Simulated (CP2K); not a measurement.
## Cd in CP2K: convergence with cutoff ry

Input of the first run (cutoff ry 90 Ry); the others differ in this setting and in those tied to it:

cd_converge.inp

```
&GLOBAL
  PROJECT cd_converge
  RUN_TYPE ENERGY_FORCE
  PRINT_LEVEL LOW
&END GLOBAL
&FORCE_EVAL
  METHOD QS
  STRESS_TENSOR ANALYTICAL
  &DFT
    BASIS_SET_FILE_NAME BASIS_MOLOPT
    POTENTIAL_FILE_NAME GTH_POTENTIALS
    &MGRID
      CUTOFF 90
      REL_CUTOFF 60
      NGRIDS 4
    &END MGRID
    &QS
      METHOD GPW
      EPS_DEFAULT 1.0E-10
    &END QS
    &KPOINTS
      SCHEME MONKHORST-PACK 8 8 4
      GAMMA_CENTERED T
      SYMMETRY T
      SYMMETRY_BACKEND SPGLIB
    &END KPOINTS
    &SCF
      SCF_GUESS ATOMIC
      EPS_SCF 1.0E-6
      MAX_SCF 100
      ADDED_MOS 10
      CHOLESKY OFF
      EPS_EIGVAL 1.0E-7
      &DIAGONALIZATION ON
        ALGORITHM STANDARD
      &END DIAGONALIZATION
      &MIXING ON
        METHOD BROYDEN_MIXING
        ALPHA 0.4
        BETA 1.5
        NBUFFER 8
      &END MIXING
      &SMEAR ON
        METHOD FERMI_DIRAC
        ELECTRONIC_TEMPERATURE [K] 1160.452
      &END SMEAR
    &END SCF
    &XC
      &XC_FUNCTIONAL
        &LDA_X
        &END LDA_X
        &LDA_C_PW
        &END LDA_C_PW
      &END XC_FUNCTIONAL
    &END XC
    &PRINT
      &KPOINTS ON
      &END KPOINTS
      &MULLIKEN ON
      &END MULLIKEN
      &MO ON
        ENERGIES T
        OCCUPATION_NUMBERS T
        &EACH
          QS_SCF 0
        &END EACH
        ADD_LAST NUMERIC
      &END MO
    &END PRINT
  &END DFT
  &SUBSYS
    &CELL
      A 2.9788700000 0.0000000000 0.0000000000
      B -1.4894350000 2.5797770946 0.0000000000
      C 0.0000000000 0.0000000000 5.6176500000
      PERIODIC XYZ
    &END CELL
    &COORD
      Cd  1.5286145877 0.8742168034 4.1863177212
      Cd  0.0597233646 1.8130931399 1.3374782003
    &END COORD
    &KIND Cd
      BASIS_SET DZVP-MOLOPT-SR-GTH-q12
      POTENTIAL GTH-PADE-q12
    &END KIND
    &PRINT
      &ATOMIC_COORDINATES ON
      &END ATOMIC_COORDINATES
      &CELL ON
      &END CELL
    &END PRINT
  &END SUBSYS
  &PRINT
    &FORCES ON
    &END FORCES
    &STRESS_TENSOR ON
    &END STRESS_TENSOR
  &END PRINT
&END FORCE_EVAL
```

Potentials or basis: GTH_POTENTIALS Cd GTH-PADE-q12; DZVP-MOLOPT-SR-GTH basis.

The run is started by

```bash
$ OMP_NUM_THREADS=1 cp2k.psmp -i cd_converge.inp -o cd_converge.out
```

The cell isn't the ideal one: atoms moved at random, drawn with an rms of 0.1 Å.

Hardware: 1 thread of Intel(R) Xeon(R) Processor @ 2.70GHz, on a shared host.

Task: The values tried are 90 Ry, 140 Ry, 190 Ry, 250 Ry, 320 Ry, 380 Ry, 450 Ry, 560 Ry, 720 Ry, loosest first. From which on does the largest force stay within 0.005 eV/Å of the tightest run that finished?

Result: From 190 Ry on.

```tsv
cutoff ry	energy less the tightest run, at zero smearing (meV/atom)	largest force (eV/Å)	SCF cycles	CPU time (s)	peak memory (GiB)
90 Ry	-0.19	-	14	83	0.29
140 Ry	-0.13	0.095	14	87	0.3
190 Ry	-0.05	0.078	14	74	0.3
250 Ry	0.01	0.073	14	89	0.31
320 Ry	0.00	0.074	14	80	0.33
380 Ry	0.00	0.074	14	92	0.34
450 Ry	0.00	0.074	14	93	0.35
560 Ry	0.00	0.074	14	93	0.38
720 Ry	0.00	0.074	14	71	0.45
```

Against the tightest run, the energy stays within 1 meV/atom from 90 Ry on. The tightest run that finished is the yardstick and may itself not be fully converged.
